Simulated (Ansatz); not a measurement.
(110) slab cut from the bulk of C, P6_3/mmc (No. 194); the slab's formula is C:

```
CELL_PARAMETERS angstrom
4.16084 0.00000 0.00000
0.00000 4.32807 0.00000
0.00000 0.00000 24.99526
ATOMIC_POSITIONS crystal
C 0.93720 0.16667 0.30006
C 0.43720 0.83333 0.30006
C 0.56280 0.16667 0.30006
C 0.06280 0.83333 0.30006
C 0.93720 0.66667 0.35004
C 0.43720 0.33333 0.35004
C 0.56280 0.66667 0.35004
C 0.06280 0.33333 0.35004
C 0.93720 0.16667 0.40003
C 0.43720 0.83333 0.40003
C 0.56280 0.16667 0.40003
C 0.06280 0.83333 0.40003
C 0.93720 0.66667 0.45001
C 0.43720 0.33333 0.45001
C 0.56280 0.66667 0.45001
C 0.06280 0.33333 0.45001
C 0.93720 0.16667 0.50000
C 0.43720 0.83333 0.50000
C 0.56280 0.16667 0.50000
C 0.06280 0.83333 0.50000
C 0.93720 0.66667 0.54999
C 0.43720 0.33333 0.54999
C 0.56280 0.66667 0.54999
C 0.06280 0.33333 0.54999
C 0.93720 0.16667 0.59997
C 0.43720 0.83333 0.59997
C 0.56280 0.16667 0.59997
C 0.06280 0.83333 0.59997
C 0.93720 0.66667 0.64996
C 0.43720 0.33333 0.64996
C 0.56280 0.66667 0.64996
C 0.06280 0.33333 0.64996
C 0.93720 0.16667 0.69994
C 0.43720 0.83333 0.69994
C 0.56280 0.16667 0.69994
C 0.06280 0.83333 0.69994
```

All numbers below come from DFT PBEsol, scalar-relativistic, plane waves, PAW in Ansatz. Settings: cutoff 420 eV, Γ-centred mesh 7×6×1 on the computed 36-atom cell, Gaussian smearing of 0.05 eV; no spin polarisation. A dipole correction removes the field between periodic images along c.

Problem. What forces act on the atoms?

Solution.
| atom | Fx (eV/Å) | Fy (eV/Å) | Fz (eV/Å) |
| --- | --- | --- | --- |
| C1 | -5.288 | -2.316 | 1.235 |
| C2 | -5.288 | 2.316 | 1.235 |
| C3 | 5.288 | -2.316 | 1.235 |
| C4 | 5.288 | 2.316 | 1.235 |
| C5 | -0.780 | -0.506 | -1.304 |
| C6 | -0.780 | 0.506 | -1.304 |
| C7 | 0.780 | -0.506 | -1.304 |
| C8 | 0.780 | 0.506 | -1.304 |
| C9 | -0.491 | -0.281 | 0.102 |
| C10 | -0.491 | 0.281 | 0.102 |
| C11 | 0.491 | -0.281 | 0.102 |
| C12 | 0.491 | 0.281 | 0.102 |
| C13 | -0.091 | -0.066 | -0.036 |
| C14 | -0.091 | 0.066 | -0.036 |
| C15 | 0.091 | -0.066 | -0.036 |
| C16 | 0.091 | 0.066 | -0.036 |
| C17 | -0.087 | -0.068 | 0.000 |
| C18 | -0.087 | 0.068 | 0.000 |
| C19 | 0.087 | -0.068 | 0.000 |
| C20 | 0.087 | 0.068 | 0.000 |
| C21 | -0.091 | -0.066 | 0.036 |
| C22 | -0.091 | 0.066 | 0.036 |
| C23 | 0.091 | -0.066 | 0.036 |
| C24 | 0.091 | 0.066 | 0.036 |
| C25 | -0.491 | -0.281 | -0.102 |
| C26 | -0.491 | 0.281 | -0.102 |
| C27 | 0.491 | -0.281 | -0.102 |
| C28 | 0.491 | 0.281 | -0.102 |
| C29 | -0.780 | -0.506 | 1.304 |
| C30 | -0.780 | 0.506 | 1.304 |
| C31 | 0.780 | -0.506 | 1.304 |
| C32 | 0.780 | 0.506 | 1.304 |
| C33 | -5.288 | -2.316 | -1.235 |
| C34 | -5.288 | 2.316 | -1.235 |
| C35 | 5.288 | -2.316 | -1.235 |
| C36 | 5.288 | 2.316 | -1.235 |

Cost: 1 run of about 1.5 core-minutes, on AMD EPYC 7R43 (Zen 3) (shared hosts).